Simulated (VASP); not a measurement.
A VASP 6.6.1 single-point calculation on Ge

INCAR

```
NSW = 0
LASPH = .TRUE.
GGA = PE
NBANDS = 21
PREC = Accurate
LREAL = .FALSE.
ISMEAR = 1
NELM = 51
ISIF = 2
IBRION = -1
EDIFF = 1E-7
LCHARG = .FALSE.
LWAVE = .FALSE.
ENCUT = 520
SIGMA = 2
```

KPOINTS

```
KPOINTS created by Atomic Simulation Environment
0
Gamma
8 8 8
0 0 0
```

POSCAR

```
Ge
 1.0000000000000000
     0.0000000000000000    2.8652422471999999    2.8652422471999999
     2.8652422471999999    0.0000000000000000    2.8652422471999999
     2.8652422471999999    2.8652422471999999    0.0000000000000000
 Ge
   2
Cartesian
  0.0000000000000000  0.0000000000000000  0.0000000000000000
  1.4326211235999999  1.4326211235999999  1.4326211235999999
```

The recommended PBE PAW datasets give the neutral cell 28 valence electrons.

Command

```
mpirun -np 1 vasp_std
```

OSZICAR

```
N       E                     dE             d eps       ncg     rms          rms(c)
DAV:   1     0.201124411334E+03    0.20112E+03   -0.14495E+04  1334   0.355E+03
DAV:   2     0.213368057578E+02   -0.17979E+03   -0.17439E+03  1218   0.682E+02
DAV:   3    -0.782799426701E+01   -0.29165E+02   -0.28984E+02  1418   0.147E+02
DAV:   4    -0.886552594007E+01   -0.10375E+01   -0.10370E+01  1348   0.327E+01
DAV:   5    -0.888323818662E+01   -0.17712E-01   -0.17712E-01  1418   0.479E+00    0.301E+00
DAV:   6    -0.883503654686E+01    0.48202E-01   -0.19479E-02  1470   0.148E+00    0.178E+00
DAV:   7    -0.880916440778E+01    0.25872E-01   -0.39652E-02  1339   0.193E+00    0.140E-01
DAV:   8    -0.881057543401E+01   -0.14110E-02   -0.52959E-03  1383   0.957E-01    0.390E-02
DAV:   9    -0.881069746289E+01   -0.12203E-03   -0.20168E-04  1384   0.212E-01    0.153E-02
DAV:  10    -0.881072610713E+01   -0.28644E-04   -0.49062E-05  1477   0.726E-02    0.565E-03
DAV:  11    -0.881072832998E+01   -0.22229E-05   -0.79932E-06  1558   0.467E-02    0.194E-03
DAV:  12    -0.881072824267E+01    0.87311E-07   -0.58032E-07  1503   0.151E-02
   1 F= -.88107282E+01 E0= -.89680612E+01  d E =0.471999E+00
```

It converged. Results: gap between bands v and c on the k mesh 0.00 eV; least direct gap on the k mesh 0.00 eV; pressure 0.4 GPa. Band v is the last that the valence electrons fill when counted band by band, and c is the next.

Task: What is wrong with this input?

Result: Smearing far too wide. On sound settings PBE gives a gap of 0.00 eV on its mesh and a pressure of 0.9 GPa for the intended cell. This run's energy (σ→0) differs from it by 28 meV an atom.
